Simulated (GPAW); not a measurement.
# SnO2 (R-3m) in GPAW: single point with PBE

Aim: the single point of SnO2 with PBE.

Program: GPAW 26.7.0. These are calculated values, not measurements. Logs are shortened: lines on timing, memory, paths and dates and some standing lists are left out, and cuts for length are marked. The log counts tension as positive stress, the text compression.

## 1. Starting point

It takes space group R-3m (No. 166, trigonal). The conventional cell has a = 3.234 Å, b = 3.234 Å, c = 14.402 Å, α = 90.00°, β = 90.00°, γ = 120.00°. Sn (site symmetry -3m) has 6 O at 2.13 Å as nearest neighbours. O (site symmetry 3m) has 3 Sn at 2.13 Å as nearest neighbours.

Measurements of this composition are mostly on another form, of space group No. 136.

## 2. Single point, PBE

The input, run.py:

```python
from ase import Atoms
from ase.dft.bandgap import bandgap
from ase.io import write
from ase.units import GPa
from gpaw import GPAW, PW

atoms = Atoms(['Sn', 'O', 'O'],
              cell=[[1.6170930752, 0.9336291223, 4.800592584],
                    [-1.6170930752, 0.9336291223, 4.800592584],
                    [0.0, -1.8672582446, 4.800592584]],
              scaled_positions=[[0.5, 0.5, 0.5],
                                [0.76283, 0.76283, 0.76283],
                                [0.23717, 0.23717, 0.23717]],
              pbc=True)

calc = GPAW(mode=PW(600),
            xc='PBE',
            kpts={'size': (8, 8, 8), 'gamma': True},
            occupations={'name': 'fermi-dirac', 'width': 0.05},
            nbands=24,
            maxiter=120,
            txt='gpaw.txt')
atoms.calc = calc
energy = atoms.get_potential_energy()
forces = atoms.get_forces()
stress = atoms.get_stress()
calc.write('gs.gpw')
write('result.traj', atoms)
print(f'Energy: {energy:.6f} eV')
print('Forces (eV/A):')
print(forces.round(4))
print('Stress (GPa):', (stress / GPa).round(3))
print('Fermi level:', round(calc.get_fermi_level(), 4), 'eV')
print(f'Gap: {bandgap(calc)[0]:.4f} eV, direct: {bandgap(calc, direct=True)[0]:.4f} eV')
```

Potentials or basis: GPAW PAW data sets (gpaw-data 1.2.1), pw.

On the command line:

```bash
$ OMP_NUM_THREADS=1 python run.py
```

gpaw.txt:

```text
__  _  _
 | _ |_)|_||  |
 |__||  | ||/\| - 26.7.0

Input parameters:
  mode=PW(ecut=600.0),
  kpts=MonkhorstPack(size=(8, 8, 8), gamma=True),
  maxiter=120,
  nbands=24,
  occupations=Occupations(name='fermi-dirac', width=0.05),
  xc=XC(name='PBE')

Diagonalizing LCAO Hamiltonian
Converting LCAO to pw mode

       O

       Sn

       O

Atoms  # Å, Bohr magnetons
|   | symbol |         x |         y |         z |    initial magnetic moments |
|---|--------|-----------|-----------|-----------|-----------------------------|
| 0 |     Sn |  0.000000 |  0.000000 |  7.200889 | ( 0.0000,  0.0000,  0.0000) |
| 1 |      O | -0.000000 |  0.000000 | 10.986108 | ( 0.0000,  0.0000,  0.0000) |
| 2 |      O | -0.000000 | -0.000000 |  3.415670 | ( 0.0000,  0.0000,  0.0000) |

Unit cell  # Å
| periodic |         x |         y |        z |  lengths |    angles |
|----------|-----------|-----------|----------|----------|-----------|
|      yes |  1.617093 |  0.933629 | 4.800593 | 5.150955 | 36.593718 |
|      yes | -1.617093 |  0.933629 | 4.800593 | 5.150955 | 36.593718 |
|      yes |  0.000000 | -1.867258 | 4.800593 | 5.150955 | 36.593718 |

Number of symmetries: 12
Symmetry operations  # r_c * U_cc + t_c -> r_c
|    | kind |            matrix            |
|----|------|------------------------------|
|  0 |  E   |  1, 0, 0,  0, 1, 0,  0, 0, 1 |
|  1 |  σ   |  1, 0, 0,  0, 0, 1,  0, 1, 0 |
|  2 |  σ   |  0, 1, 0,  1, 0, 0,  0, 0, 1 |
|  3 |  C3  |  0, 1, 0,  0, 0, 1,  1, 0, 0 |
|  4 |  C3  |  0, 0, 1,  1, 0, 0,  0, 1, 0 |
|  5 |  σ   |  0, 0, 1,  0, 1, 0,  1, 0, 0 |
|  6 |  C2  |  0, 0,-1,  0,-1, 0, -1, 0, 0 |
|  7 |  S6  |  0, 0,-1, -1, 0, 0,  0,-1, 0 |
|  8 |  S6  |  0,-1, 0,  0, 0,-1, -1, 0, 0 |
|  9 |  C2  |  0,-1, 0, -1, 0, 0,  0, 0,-1 |
| 10 |  C2  | -1, 0, 0,  0, 0,-1,  0,-1, 0 |
| 11 |  i   | -1, 0, 0,  0,-1, 0,  0, 0,-1 |

BZ-sampling:
  Number of BZ points: 512
  Number of IBZ points: 65

  Monkhorst-Pack size: [8, 8, 8]
  Monkhorst-Pack shift: [0.0625, 0.0625, 0.0625]

K-points  # in reciprocal-cell coordinates
|     |                                coordinates |     weight |
|-----|--------------------------------------------|------------|
|   0 | (  0.00000000,   0.00000000,   0.00000000) | 0.00195312 |
|   1 | (  0.12500000,   0.00000000,  -0.12500000) | 0.01171875 |
|   2 | (  0.12500000,   0.00000000,   0.00000000) | 0.01171875 |
|   3 | (  0.12500000,   0.12500000,  -0.12500000) | 0.01171875 |
|   4 | (  0.12500000,   0.12500000,   0.00000000) | 0.01171875 |
|   5 | (  0.12500000,   0.12500000,   0.12500000) | 0.00390625 |
|   6 | (  0.25000000,  -0.12500000,  -0.12500000) | 0.01171875 |
|   7 | (  0.25000000,   0.00000000,  -0.25000000) | 0.01171875 |
|   8 | (  0.25000000,   0.00000000,  -0.12500000) | 0.02343750 |
|   9 | (  0.25000000,   0.00000000,   0.00000000) | 0.01171875 |
| ... |                                            |            |
|  64 | (  0.50000000,   0.50000000,   0.50000000) | 0.00195312 |

Plane wave coefficients: 1468
Cutoff: 600.0 eV

Spin-components: 1 (collinear spins)
Bands:           24
Projectors:      16
Spin-degeneracy: 2
Datatype:        complex128

Parallelization:
  kpt:    1
  domain: 1
  band:   1

Density:
  Valence electrons: 26.0
  Components: 1
  Grid points: [30 30 30]
  Charge: 0.0  # |e|

Potential:
  Grid points: [30 30 30]

species:
  Sn:
    name:    Tin
    Z:       50.0
    valence: 14
    core:    36
    charge:  0.0  # [|e|]
    compensation charges:
      type: gauss
      rc: 0.38  # [Å]
      lmax: 2
    cutoffs:
      filter: 2.23  # [Å]
      core: 2.35  # [Å]
    projectors
    | kind |    occ | energy [eV] | rcut [Å] |
    |------|--------|-------------|----------|
    |   5s |  2.000 |     -10.538 |    1.201 |
    |   5p |  2.000 |      -3.696 |    1.270 |
    |   4d | 10.000 |     -25.845 |    1.185 |
    |    s |        |      16.674 |    1.201 |
    |    p |        |      23.515 |    1.270 |
    |    d |        |       1.367 |    1.185 |

    Using partial waves for Sn as LCAO basis

  O:
    name:    Oxygen
    Z:       8.0
    valence: 6
    core:    2
    charge:  0.0  # [|e|]
    compensation charges:
      type: gauss
      rc: 0.21  # [Å]
      lmax: 2
    cutoffs:
      filter: 1.17  # [Å]
      core: 0.83  # [Å]
    projectors
    | kind |    occ | energy [eV] | rcut [Å] |
    |------|--------|-------------|----------|
    |   2s |  2.000 |     -23.961 |    0.688 |
    |   2p |  4.000 |      -9.029 |    0.598 |
    |    s |        |       3.251 |    0.688 |
    |    p |        |      18.182 |    0.598 |
    |    d |        |       0.000 |    0.619 |

    Using partial waves for O as LCAO basis

Reference energy: -172092.397909  # eV

eigensolver:
  PPCG
  Converge bands: occupied
  niter=2

density mixing:
  MSR1-Mixer
  Pratt-step length: 0.05
  Maximum mixing coefficient: 0.75
  Old densities: 10
  SVD Regularization: 0.005
  Good broyden scale: 1.0
  Trust region scale: 1.0
  Backstep threshold: 4.0
  History deletion threshold: 6.0
  Fourier metric: weight=20.0, sigma=0.015

occupation numbers:
  Fermi-Dirac:
    width: 0.0500  # eV

poisson solver:
  ecut: 4800.0  # eV

xc functional:
  name: PBE with 2 nearest neighbor stencil

convergence criteria:
- Maximum [total energy] change in last 3 cyles: 0.0005 eV / valence electron
- Maximum integral of absolute [dens]ity change: 0.0001 electrons / valence electron
- Maximum integral of absolute [eigenst]ate change: 4e-08 eV^2 / valence electron
maximum number of iterations: 120

SCF iterations
|iter     | |      energy | eigst |  dens |
|---------|-|-------------|-------|-------|
|iter:   1| |  -21.557588 | +0.11 |       |
|iter:   2| |  -20.784626 | -1.72 | -0.89 |
|iter:   3| |  -18.818746 | -0.84 | -0.94 |
|iter:   4| |  -18.812921 | -3.17 | -1.51 |
|iter:   5| |  -18.815344c| -3.24 | -1.78 |
|iter:   6| |  -18.815518c| -4.95 | -2.89 |
|iter:   7| |  -18.815563c| -5.57 | -3.28 |
|iter:   8| |  -18.815564c| -7.36 | -4.37c|
|iter:   9| |  -18.815564c| -7.50c| -4.84c|

Converged in 9 steps
Energy contributions relative to reference atoms: (reference = -172092.397909)

Energy contributions:
  Kinetic:          27.886906
  Coulomb:         -25.539883
  Zero:              0.045510
  External:          0.000000
  Xc:              -21.208097
  Entropy:          -0.000000
  Spinorbit:         0.000000
  ----------------------------
  Free energy:     -18.815564
  Extrapolated:    -18.815564

dipole moment: (0.000000, -0.000000, 0.000012)  # |e|*Ang

Fermi level: 4.299
Eigenvalues  # (at kpt = [0.000, 0.000, 0.000])
| band index |      eig [eV] | occ [0-2] |
|------------|---------------|-----------|
|          0 |       -16.744 |     2.000 |
|        ... |               |           |
|          5 |       -14.642 |     2.000 |
|          6 |       -12.859 |     2.000 |
|          7 |        -0.640 |     2.000 |
|          8 |         1.994 |     2.000 |
|          9 |         1.994 |     2.000 |
|         10 |         2.376 |     2.000 |
[... 8 lines left out ...]
|         19 |        20.340 |     0.000 |
|         20 |        20.628 |     0.000 |
|        ... |               |           |
|         23 |        27.091 |     0.000 |

Gap: 1.958 eV
Transition (v -> c):
  (s=0, k=11, n=12, [0.25, 0.12, -0.12]) -> (s=0, k=0, n=13, [0.00, 0.00, 0.00])
Direct/indirect transitions are different
Direct gap: 2.068 eV
Transition at: (s=0, k=0, n=12, [0.00, 0.00, 0.00])

Forces  # eV/Ang
|        x |        y |        z |
|----------|----------|----------|
|  0.00000 | -0.00000 |  0.00000 |  # Sn   0
|  0.00000 |  0.00000 |  0.20823 |  # O    1
| -0.00000 | -0.00000 | -0.20823 |  # O    2

Stress tensor  # eV/Ang^3
|         x |         y |        z |
|-----------|-----------|----------|
|  0.036112 | -0.000000 | 0.000000 |
| -0.000000 |  0.036112 | 0.000000 |
|  0.000000 |  0.000000 | 0.035640 |

# Writing to gs.gpw (mode='')
```

It took 49 s on 1 thread of Intel Xeon Platinum 8488C (Sapphire Rapids), shared host; peak memory 0.21 GiB.

What came out:

```yaml
Free_energy: -18.8156 eV
Pressure: -5.8 GPa
Largest_force: 0.208 eV/Å
Band_gap_on_the_k_mesh: 1.96 eV, indirect (least direct gap 2.07 eV)
```

Forces in eV/Å, atoms in the order of the input:
```
Sn   0.000  0.000  0.000
O    0.000  0.000  0.208
O    0.000  0.000 -0.208
```

Caveat: the cutoff is short for stress and forces, so pressures can be off by a GPa or more; spin-orbit coupling is left out, which moves the levels of the heavy elements; the program warned that so skewed a cell can give wrong results.
